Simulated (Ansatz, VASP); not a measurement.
# Rh in VASP and in Ansatz

```
Rh
1.0
     0.00000    1.87777    1.87777
     1.87777    0.00000    1.87777
     1.87777    1.87777    0.00000
Rh
1
Direct
  0.00000 0.00000 0.00000
```

Alike in both runs: task single point; functional LDA; k mesh 16 × 16 × 16; occupations fermi-dirac, width 0.1 eV; no spin polarisation.

|  | VASP | Ansatz |
| --- | --- | --- |
| version | VASP 6.6.1 | Ansatz 0.2.0 |
| potentials or method | VASP PAW LDA potentials, release 64 (Rh_pv), cutoff 520 eV | all-electron LAPW, scalar-relativistic |

```tsv
	VASP	Ansatz	Ansatz less VASP
pressure (GPa)	0.9	0.0	-0.88
```

Ansatz ran all-electron here, so the differences hold the error of VASP's frozen core and of both bases. Ansatz warned: «optics_on_partly_filled_bands».
